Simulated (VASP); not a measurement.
A run of VASP 6.6.1:

Contents of INCAR:

```
SYSTEM = BaHfO3
PREC     = Accurate       ! precision mode
ENCUT    = 520            ! plane-wave cutoff, eV
EDIFF    = 1E-7           ! SCF threshold, eV
ISMEAR   = 0              ! smearing method
SIGMA    = 0.1            ! smearing width, eV
LREAL    = .False.        ! projectors in reciprocal space
LASPH    = .True.         ! aspherical terms in the spheres
NELM     = 100            ! most SCF steps
ALGO     = Normal         ! electronic algorithm
ISIF     = 2              ! what is computed and relaxed
LWAVE    = .False.        ! write WAVECAR
LCHARG   = .True.         ! write CHGCAR
GGA      = PE             ! functional
LELF     = .True.         ! ELF
LVHAR    = .True.       
NBANDS   = 27             ! bands
```

File KPOINTS:

```
Automatic mesh
0
Gamma
  4 4 4
  0 0 0
```

POSCAR

```
BaHfO3
1.0
    4.2047350799      0.0000000000      0.0000000000
    0.0000000000      4.2047350799      0.0000000000
    0.0000000000      0.0000000000      4.2047999900
Ba Hf O
1 1 3
Direct
    0.5000000000      0.5000000000      0.9979290019
    0.0000000000      0.0000000000      0.4979850347
    0.0000000000      0.5000000000      0.4980384735
    0.5000000000      0.0000000000      0.4980384735
    0.0000000000      0.0000000000      0.9980300164
```

Potentials or basis: VASP PAW PBE potentials, release 64 (Ba_sv, Hf_pv, O).

Command:

```console
$ cat potpaw_PBE.64/Ba_sv/POTCAR potpaw_PBE.64/Hf_pv/POTCAR potpaw_PBE.64/O/POTCAR > POTCAR
$ mpirun -np 1 vasp_std > vasp.out
```

Hardware: 1 thread of Intel(R) Xeon(R) 6975P-C (Granite Rapids), with other jobs on the host.

Estimate the wall time of this run.

It took 17 s on 1 thread of Intel(R) Xeon(R) 6975P-C (Granite Rapids), on a shared host, peak memory 0.19 GiB. Counts: scf iterations 15, k points 18.
